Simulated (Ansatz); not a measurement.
This log comes from Ansatz, run on GaAs (started from an entry of an open crystallographic database). The starting cell comes from a relaxation with PBE.

The cell given to it:
```xyz
2
Lattice="0.0000 2.8723 2.8723 2.8723 0.0000 2.8723 2.8723 2.8723 0.0000" Properties=species:S:1:pos:R:3 pbc="T T T"
Ga    0.0000    0.0000    0.0000
As    1.4361    1.4361    1.4361
```

Main lines of the log:
```
Functional definition: SPW92
Crystal: 2 atoms, lattice volume = 47.391 Å³
Basis set: ecut = 420 eV, 941 PW (Γ)
Bands: 18, of which v1, the nominal top of the filled ones, is band 14 counted from 1 (13 counted from 0)
Symmetry: 24 space group operations
Space group: F-43m (ITA 216)
k-points: 29 of 512 (time reversal used)
preconditioner: auto → none  [insulator: Δε(μ)=0.684 eV  σ=0.020 eV  ℏωp=22.9 eV]
SCF 1 converged in 6 iterations: F = -8481.238754 eV  dr2 = 7.73e-9
relax step 1: F+E_penalty+E_count = -8481.23875428 eV  P = -4.604 GPa  Ω = 47.391 Å³
SCF 2 converged in 6 iterations: F = -8481.291517 eV  dr2 = 5.63e-9
relax step 2: F+E_penalty+E_count = -8481.29151727 eV  P = -0.809 GPa  Ω = 44.458 Å³
SCF 3 converged in 4 iterations: F = -8481.292837 eV  dr2 = 7.24e-8
relax step 3: F+E_penalty+E_count = -8481.29283739 eV  P = +0.148 GPa  Ω = 43.879 Å³
SCF 4 converged in 3 iterations: F = -8481.292861 eV  dr2 = 4.99e-8
relax step 4: F+E_penalty+E_count = -8481.29286141 eV  P = -0.003 GPa  Ω = 43.967 Å³
SCF 5 converged in 6 iterations: F = -8481.292303 eV  dr2 = 3.73e-12
relax step 5: F+E_penalty+E_count = -8481.29230343 eV  P = -0.006 GPa  Ω = 43.967 Å³  (SCF on a basis re-selected at this cell)
Free energy (F): -8481.292303 eV
Fermi energy:    8.500529 eV
--- Per-component energies (eV) ---
  E_band       = -314.858191
  E_kinetic    = 220.962304
  E_local      = -3887.286521
  E_nonlocal   = -238.557178
  E_hartree    = 1958.091850
  E_xc         = -148.320389
  E_vxc        = -138.907487
  E_paw        = -3666.685829
  E_vpaw       = -187.252853
  E_ewald      = -2723.300143
  E_core_change = 3.803710
--- Forces (eV/Å), atoms counted from 1 ---
  atom   1  Ga      0.00000      0.00000      0.00000
  atom   2  As      0.00000      0.00000      0.00000
--- Stress (GPa, compression-positive) ---
       -0.005952       0.000000       0.000000
        0.000000      -0.005952       0.000000
        0.000000       0.000000      -0.005952
  P = ⅓ Tr σ = -0.0060 GPa (-0.060 kbar)
--- Relaxed structure (4 steps of the walk, 4 accepted, 1 SCFs on fresh bases) ---
  F+E_penalty+E_count = -8481.29230343 eV
  cell:  # Å, volume = 43.9672 Å³
    - [0.000000, 2.801343, 2.801343]
    - [2.801343, 0.000000, 2.801343]
    - [2.801343, 2.801343, 0.000000]
  atoms:
    - { symbol: Ga, position: [0.000000, 0.000000, 0.000000] }
    - { symbol: As, position: [0.250000, 0.250000, 0.250000] }
```

Problem. Reconstruct the input.

Solution.
```yaml
crystal:
  # lattice and atoms as above
kpoints:
  mp_grid: { grid: [8, 8, 8] }
hamiltonian:
  xc: lda
scf:
  occupations: { method: fermi_dirac, width: 0.02 }
relax:
  f_tol: 0.005
  cell: {}
```
The relax steps with a changing cell volume need the relax block with cell. This is the file that was run; thresholds and some counts can't be read off the log exactly.

Command: `ansatz run input.yaml --threads 2 --pin off --max-ram 2211MiB --backend cpu --events-out ev --progress --plain --runs-dir out`.

Spin-unpolarised throughout; all numbers are computed.
